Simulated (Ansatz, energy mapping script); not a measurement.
# Spin model of MnS (Browneite) from collinear orders

Aim: the exchange couplings of MnS (Browneite) from the energies of a few collinear orders, and the ordering temperature that they give.

Method: PBE0; plane waves, collinear spin, no spin–orbit coupling, in Ansatz 0.2.0.

Report form: the programs' logs are mostly left out.

### 1. Set-up

Symmetry: F-43m, No. 216, cubic system. The conventional cell has a = 5.600 Å, b = 5.600 Å, c = 5.600 Å, α = 90.00°, β = 90.00°, γ = 90.00°. Nearest to Mn lie 4 S at 2.42 Å. S has 4 Mn at 2.42 Å nearest. Farther neighbours and most contacts between anions are not listed.

A hybrid functional removes part of the self-interaction of all shells with no element-specific parameter, at many times the cost.

### 2. Parallel start in cell A (4 atoms)

Each cell gets its own parallel run on the same mesh, so that most of the mesh error cancels in the differences.

The input, input.yaml:

```yaml
crystal:
  lattice:
    - [0.0, -2.8, -2.8]
    - [0.0, 2.8, -2.8]
    - [5.6, 0.0, 0.0]
  atoms:
    - { symbol: Mn, position: [0.5, 0.5, 0.5], spin: 4.5 }
    - { symbol: Mn, position: [0.0, 0.0, 0.0], spin: 4.5 }
    - { symbol: S, position: [0.0, 0.5, 0.75] }
    - { symbol: S, position: [0.5, 0.0, 0.25] }
magnetization:
  spin_polarized: true
kpoints:
  mp_grid: { grid: [6, 6, 4] }
hamiltonian:
  xc: pbe0
scf:
  occupations: { method: fermi_dirac, width: 0.05 }
output:
  eigenvalues: true
```

Run with:

```console
> ansatz run input.yaml --threads 4 --pin off --max-ram 8192MiB --backend cpu --events-out ev --progress --plain --runs-dir out
```

It took 69 s on 4 threads of Arm Neoverse V2, shared host; peak memory 2.5 GiB.

Spin moment in the sphere by atom:

```
atom  spin moment in the sphere (μB)
 Mn1                            4.37
 Mn2                            4.37
  S3                            0.08
  S4                            0.08
```

The run ends ferromagnetic.

### 3. Order 2: compensated +−, cell A of 4 atoms

This order reverses 8 of the 12 neighbours at 3.96 Å and 0 of the 6 neighbours at 5.60 Å, counted for an average magnetic atom.

Changes to input.yaml since step 2:

```diff
@@ -7,3 +7,3 @@
     - { symbol: Mn, position: [0.5, 0.5, 0.5], spin: 4.5 }
-    - { symbol: Mn, position: [0.0, 0.0, 0.0], spin: 4.5 }
+    - { symbol: Mn, position: [0.0, 0.0, 0.0], spin: -4.5 }
     - { symbol: S, position: [0.0, 0.5, 0.75] }
```

It took 54 s on 4 threads; peak memory 2.5 GiB; 3.3 min of CPU time.

Spin moment in the sphere by atom:

```
atom  spin moment in the sphere (μB)
 Mn1                            4.29
 Mn2                           -4.29
  S3                            0.00
  S4                            0.00
```

The run ends antiferromagnetic, 133.79 meV a magnetic atom below the parallel order of its cell.

### 4. Parallel start in cell B (4 atoms)

The parallel order again, as the reference for this cell.

This run holds the same structure in another cell (c 5.600 → 6.859 Å, α 90.0 → 73.2°, β 90.0 → 73.2°, γ 90.0 → 60.0°).

input.yaml, the sections that differ from step 3:

```yaml
crystal:
  lattice:
    - [0.0, -2.8, -2.8]
    - [-2.8, 0.0, -2.8]
    - [2.8, 2.8, -5.6]
  atoms:
    - { symbol: Mn, position: [0.5, 0.5, 0.5], spin: 4.5 }
    - { symbol: Mn, position: [0.0, 0.0, 0.0], spin: 4.5 }
    - { symbol: S, position: [0.125, 0.125, 0.625] }
    - { symbol: S, position: [0.625, 0.625, 0.125] }
kpoints:
  mp_grid: { grid: [7, 7, 7] }
# magnetization, hamiltonian, scf, output: as in step 3
```

It took 2.7 min on 4 threads; peak memory 4.7 GiB; 10 min of CPU time.

The run ends ferromagnetic. For each magnetic atom its energy differs from the parallel run of the first cell by -0.09 meV, an error that one common reference would have brought in.

### 5. Order 4: compensated +−, cell B of 4 atoms

This order reverses 6 of the 12 neighbours at 3.96 Å and 6 of the 6 neighbours at 5.60 Å, counted for an average magnetic atom.

Changes to input.yaml since step 4:

```diff
@@ -7,3 +7,3 @@
     - { symbol: Mn, position: [0.5, 0.5, 0.5], spin: 4.5 }
-    - { symbol: Mn, position: [0.0, 0.0, 0.0], spin: 4.5 }
+    - { symbol: Mn, position: [0.0, 0.0, 0.0], spin: -4.5 }
     - { symbol: S, position: [0.125, 0.125, 0.625] }
```

Wall time 2 min (4 threads); peak memory 4.6 GiB; 7.5 min of CPU time.

The run ends antiferromagnetic, 102.68 meV a magnetic atom below the parallel order of its cell.

### 6. From energies to couplings

Each energy difference is a sum of couplings weighted by the pairs that the order reverses. A few near shells are fitted to the differences by least squares. Energies are those extrapolated to zero occupation width, not the free energies F.

Energies from the parallel order of the same cell:

```
                   order  atoms  energy (meV a magnetic atom)  moments (μB)  moments kept as typed  opposed neighbours at 3.96, 5.60 Å
      parallel in cell A      4                          0.00          4.37                    yes                                0, 0
compensated +− in cell A      4                       -133.79          4.29                    yes                                8, 0
      parallel in cell B      4                          0.00          4.37                    yes                                0, 0
compensated +− in cell B      4                       -102.68          4.31                    yes                                6, 6
```

The Heisenberg fit (each pair counts twice, positive J is ferromagnetic):

```
 pair  distance (Å)  neighbours  J (meV)
Mn–Mn          3.96          12    -8.36
Mn–Mn          5.60           6   -0.195
```

These orders cannot tell some unfitted shells from fitted ones: the value at 3.96 Å holds J(3.96) + 2 J(6.86); other unfitted shells add to the values wholly or in part. No temperature is drawn.

### 7. Comparison

The first set of orders, under PBE+U (4 eV), took 94 s of CPU time summed over its finished orders (seed run apart), these 25 min.

```
        quantity  this set  first set
J at 3.96 Å, meV     -8.36      -6.54
J at 5.60 Å, meV    -0.195     -0.167
```

The coupling that led in the first set goes from -6.54 to -8.36 meV.

### 8. Summary of results

```yaml
lowest_order_tried: compensated +− in cell A
largest_fitted_value_a_combination_of_shells_mn_mn_at_3p96_a: -8.36 meV
```

What this shows: Of the orders tried, MnS (Browneite) prefers the order “compensated +− in cell A” under PBE0, with 8 of 12 neighbours at 3.96 Å and 0 of 6 neighbours at 5.60 Å opposed. Orders that were not tried, spirals among them, may lie lower. The coupling at 3.96 Å is 1.3 times that of the first set, at 16 times the CPU time. The largest fitted value is -8.4 meV, at 3.96 Å. It is a combination of shells that these orders cannot split, so neither its size nor its sign can be laid on that pair alone. The orders also reverse pairs at 6.86 Å, which are not fitted, so the fitted values hold their part too. No fitted order reverses the pairs at 7.92 Å, so their coupling is unknown and is set to zero in the model. 2 energy differences fix 2 couplings with none to spare, so the fit tests nothing. In the fitted orders moments change by up to 1.8 % against the parallel run of the same cell, so their size stays put. With a near shell that the orders cannot separate, no temperature is given.

[Logs and program files are shortened in this print: banners, set-up blocks, solver, clock and traceback lines can be left out without a mark of their own.]

[Logs are printed without paths, hosts, clocks, repeated set-up lines and the standing remarks that a program may print on its own settings, such as how far it seeks lower states.]

[Hosts, paths, dates, database ids (printed as entryN), source tags and the programs' standing remarks are cut or masked in the printed files.]

[Where a cell is said to come from a database of computed structures, the database is the Materials Project.]
